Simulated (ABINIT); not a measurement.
Runs of ABINIT 10.8.3 (patched build) on Sb. Symmetry: Im-3m, No. 229, cubic system. The conventional cell has a = 3.743 Å, b = 3.743 Å, c = 3.743 Å, α = 90.00°, β = 90.00°, γ = 90.00°. Sb (site symmetry m-3m) is surrounded by 8 Sb at 3.24 Å. This isn't the form of Sb at room conditions, which is rhombohedral.

```csv
task,level,potentials or basis,k mesh,cutoff (eV),bands in the sums,broadening (eV),scissor shift (eV),tensor components,gap on the mesh (eV),pressure (GPa)
single point,PBEsol,PseudoDojo NC SR PBEsol v0.4.1 standard,8 × 8 × 8,980,-,-,-,-,none,(a)
single point,LDA,PseudoDojo NC SR LDA v0.4.1 standard,8 × 8 × 8,1088,-,-,-,-,none,-2.2
optical spectrum,LDA,PseudoDojo NC SR LDA v0.4.1 standard,"8 × 8 × 8, with 2 shifts",1088,20,0.1,0,[11],-,-1.6
optical spectrum,PBEsol,PseudoDojo NC SR PBEsol v0.4.1 standard,"8 × 8 × 8, with 2 shifts",980,14,0.2,0,[11],-,-2.0
```

Alike in all rows: no spin polarisation; cell as given; smearing fermi-dirac 0.05 eV.

Question: Estimate the missing entries.

Answer: (a) -2.6.

Caveats: the intraband (Drude) term is left out (some runs); spectra need much finer meshes, so this one isn't converged (some runs); independent-particle spectra lack excitons (some runs).

A k mesh can miss the band edges, and the runs leave out spin-orbit coupling on Sb.

A gap of «none» marks a metal or a gap under the smearing width.
